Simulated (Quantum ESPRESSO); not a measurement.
HfN:

```
CELL_PARAMETERS angstrom
0.00000 2.25600 2.25600
2.25600 0.00000 2.25600
2.25600 2.25600 0.00000
ATOMIC_POSITIONS crystal
Hf 0.00000 0.00000 0.00000
N 0.50000 0.50000 0.50000
```

Base run:

- Program: Quantum ESPRESSO 7.5
- Functional: PBEsol
- Potentials or basis: GBRV 1.5 PBEsol
- Cutoff: 612 eV
- Density cutoff: 4898 eV
- k mesh: 10 × 10 × 10
- Occupations: fermi-dirac, width 0.05 eV
- Spin: no spin polarisation
- Hubbard terms: Hf d U = 5 eV

Its results: band gap on the k mesh none (metal or under the smearing width); pressure 6.7 GPa.

**Question.** The run is repeated on the same cell with these changes: hubbard terms from Hf d U = 5 eV to Hf d U = 4 eV. What comes out?

**Answer.** Band gap on the k mesh none (metal or under the smearing width); pressure 4.7 GPa.

Caveats: U without spin polarisation on a metal has little footing.

Not every run made on this cell is shown here.
